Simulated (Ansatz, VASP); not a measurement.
# Al2O3: VASP beside Ansatz

```xyz
10
Lattice="2.3794 1.3737 4.2883 -2.3794 1.3737 4.2883 0.0000 -2.7474 4.2883" Properties=species:S:1:pos:R:3 pbc="T T T"
Al    0.0000    0.0000   10.9636
Al    0.0000    0.0000    4.5312
Al    0.0000    0.0000    1.9012
Al    0.0000    0.0000    8.3336
O     0.9223   -1.3737    5.3603
O    -1.6508   -0.1118    5.3603
O    -0.9223    1.3737    7.5045
O    -0.7285   -1.4856    7.5045
O     1.6508    0.1118    7.5045
O     0.7285    1.4856    5.3603
```

Change from the starting cell: uniaxial_z strain -1.0%.

Alike in both runs: task single point; functional PBE; k mesh 6 × 6 × 6; occupations fermi-dirac, width 0.02 eV; no spin polarisation.

|  | VASP | Ansatz |
| --- | --- | --- |
| version | VASP 6.6.1 | Ansatz 0.2.0 |
| potentials or method | VASP PAW PBE potentials, release 64 (Al, O) | plane waves, PAW |
| plane-wave cutoff (eV) | 520 | 420 |
| valence electrons in the cell | 48 | 48 |

Ansatz gave:

- gap on the k mesh at the Fermi level (eV): 6.28
- pressure (GPa): 10.1
- largest component of the traceless stress (GPa): 2.07
- rms of the force components (eV/Å): 0.016

Which values does VASP return?

gap on the k mesh at the Fermi level (eV): 6.28; pressure (GPa): 10.0; largest component of the traceless stress (GPa): 2.04; rms of the force components (eV/Å): 0.017.

Atom by atom the forces differ by 0.001 eV/Å (rms over components). The functional is the same, so the differences come from potentials, cutoffs and numerics.

A k mesh can miss the band edges.
